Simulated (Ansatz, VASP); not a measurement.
# As: VASP beside Ansatz

The input INCAR:

```
SYSTEM = As
PREC = Accurate ; ENCUT = 520
EDIFF = 1E-6 ; ISMEAR = -1
SIGMA = 0.1 ; LREAL = .False.
LASPH = .True. ; NELM = 100
ALGO = Normal ; ISIF = 2
LWAVE = .False. ; LCHARG = .False.
GGA = RP ; NBANDS = 14
```

File KPOINTS:

```
Automatic mesh
0
Gamma
  9 9 12
  0 0 0
```

File POSCAR:

```
As
1.0
    4.6797560772      0.0000000000      0.0000000000
   -2.3398780386      4.0527876464      0.0000000000
    0.0000000000      0.0000000000      2.7288458704
As
3
Direct
    0.0000000000      1.0000000000      0.0000000000
    0.3333333333      0.6666666667      0.5000000000
    0.6666666667      0.3333333333      0.5000000000
```

Input for Ansatz:

```yaml
crystal:
  lattice:
    - [4.6797560772, 0.0, 0.0]
    - [-2.3398780386, 4.0527876464, 0.0]
    - [0.0, 0.0, 2.7288458704]
  atoms:
    - { symbol: As, position: [0.0, 1.0, 0.0] }
    - { symbol: As, position: [0.3333333333, 0.6666666667, 0.5] }
    - { symbol: As, position: [0.6666666667, 0.3333333333, 0.5] }
hamiltonian:
  xc: rpbe
  pseudopotentials:
    kind: paw
    azcp:
      As: "pseudopotentials/As.paw.azcp"
basis:
  ecutwfc: 420
  fft_grid_basis: typed
kpoints:
  mp_grid: { grid: [9, 9, 12], shift: [0, 0, 0] }
magnetization:
  spin_polarized: false
scf:
  occupations: { method: fermi_dirac, width: 0.1 }
  lower_state_search: "off"
output:
  stress: true
  write_density: true
  write_potential: true
  elf: true
  volumetric_format: npy
```

Alike in both runs: task single point; functional RPBE; k mesh 9 × 9 × 12; occupations fermi-dirac, width 0.1 eV; no spin polarisation.

|  | VASP | Ansatz |
| --- | --- | --- |
| version | VASP 6.6.1 | Ansatz 0.2.0 |
| potentials or method | VASP PAW PBE potentials, release 64 (As) | plane waves (420 eV) with PAW, scalar-relativistic |
| plane-wave cutoff (eV) | 520 | 420 |
| valence electrons in the cell | 15 | 45 |

|  | VASP | Ansatz | Ansatz less VASP |
| --- | --- | --- | --- |
| pressure (GPa) | 13.1 | 13.0 | -0.13 |
| largest component of the traceless stress (GPa) | 2.30 | 2.26 | -0.031 |

The two sets of potentials don't hold the same shells in valence.

Caveats: the PAW data sets were made with another functional, which shifts forces and pressure a little (VASP).
